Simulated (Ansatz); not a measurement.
Wires are cut from relaxed bulk GaP (F-43m, 20.85 Å³/atom, gap on the mesh 1.58 eV); atoms and period are relaxed, and energies count from that bulk. Caps count from half an H2 molecule.

The calculation used DFT PBE, scalar-relativistic, plane waves, PAW in Ansatz.

Cutoff 420 eV, Gaussian smearing of 0.05 eV, energies at zero smearing, symmetry of each start kept, no spin polarisation.

```json
{"start": "[111] wire, 8 host atoms a period with H caps", "atoms": "22", "k mesh": "1×1×4", "excess energy (eV per host atom)": "0.393", "line energy (eV/Å)": "0.333", "period (Å)": "9.445", "gap on the mesh (eV)": "4.43", "highest filled level or Fermi level under vacuum (eV)": "6.35"}
{"start": "[111] wire, 12 host atoms a period with H caps", "atoms": "30", "k mesh": "1×1×4", "excess energy (eV per host atom)": "0.330", "line energy (eV/Å)": "0.414", "period (Å)": "9.567", "gap on the mesh (eV)": "4.06", "highest filled level or Fermi level under vacuum (eV)": "6.13"}
```

Each run keeps its start's symmetry and one magnetic start, so lower states can exist.

Cost: 2 runs of about 9.4 core-minutes in all, on AMD EPYC 9R45 (Zen 5) (shared hosts).